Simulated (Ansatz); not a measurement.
# Al: Seebeck coefficient and carrier response

The calculation used DFT PBE+D3(BJ), scalar-relativistic, plane waves, PAW (Ansatz). Plane waves to 420 eV; Γ-centred k mesh 18×18×10; Fermi-Dirac smearing of 0.15 eV. No spin polarisation.

The cell, relaxed at this level:
```yaml
crystal:
  lattice:
    - [2.81697, 0.00000, 0.00000]
    - [-1.40848, 2.43957, 0.00000]
    - [0.00000, 0.00000, 4.63660]
  atoms:
    - { symbol: Al, position: [0.66667, 0.33333, 0.75000] }
    - { symbol: Al, position: [0.33333, 0.66667, 0.25000] }
```

In a metal these results depend on the k mesh and the smearing.

Constant relaxation time and rigid bands. The levels are interpolated over the whole zone and filled by a Fermi function at the stated temperature, with the chemical potential set by the electron count. Seebeck coefficients of a few μV/K are small differences and uncertain even in sign.

Question: Give the Drude plasma energies, the density of states at the chemical potential and σ/τ at 300 K.

Answer:
* Plasma energy xx, yy, zz: 12.52, 12.52, 13.30 eV
* Density of states (thermally broadened): 0.82 states/eV/cell
* Conductivity over τ, xx, yy, zz: 32.0, 32.0, 36.2 ×10²⁰ (Ω·m·s)⁻¹

Question: And the Seebeck coefficient (μV/K)?

Answer:
```json
{"T (K)": "300", "Sxx": "-1.3", "Syy": "-1.3", "Szz": "-1.1"}
{"T (K)": "600", "Sxx": "-2.5", "Syy": "-2.5", "Szz": "-2.2"}
{"T (K)": "900", "Sxx": "-3.7", "Syy": "-3.7", "Szz": "-3.3"}
```

This form isn't the element's structure at ambient conditions.

Cost: 1 run of about 2.3 core-minutes, on Intel Xeon Platinum 8488C (Sapphire Rapids) (shared hosts).